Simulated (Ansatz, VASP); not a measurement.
# Al2Pt in VASP and in Ansatz

```
Pt Al
1.0
     0.00000    2.99389    2.99389
     2.99389    0.00000    2.99389
     2.99389    2.99389    0.00000
Pt Al
1 2
Direct
  0.00000 0.00000 0.00000
  0.75000 0.75000 0.75000
  0.25000 0.25000 0.25000
```

Alike in both runs: task single point; functional PBE; k mesh 8 × 8 × 8; occupations fermi-dirac, width 0.05 eV; no spin polarisation.

|  | VASP | Ansatz |
| --- | --- | --- |
| version | VASP 6.6.1 | Ansatz 0.2.0 |
| potentials or method | VASP PAW PBE potentials, release 64 (Pt, Al) | Ansatz PAW |
| plane-wave cutoff (eV) | 520 | 420 |
| valence electrons in the cell | 16 | 24 |

|  | VASP | Ansatz | Ansatz less VASP |
| --- | --- | --- | --- |
| gap on the k mesh at the Fermi level (eV) | none | none | - |
| pressure (GPa) | -2.7 | -2.6 | +0.15 |

A gap of «none» marks a metal or a gap that the smearing closes. The two sets of potentials don't hold the same shells in valence.

The runs have no spin-orbit coupling, so splittings on Pt are missing.
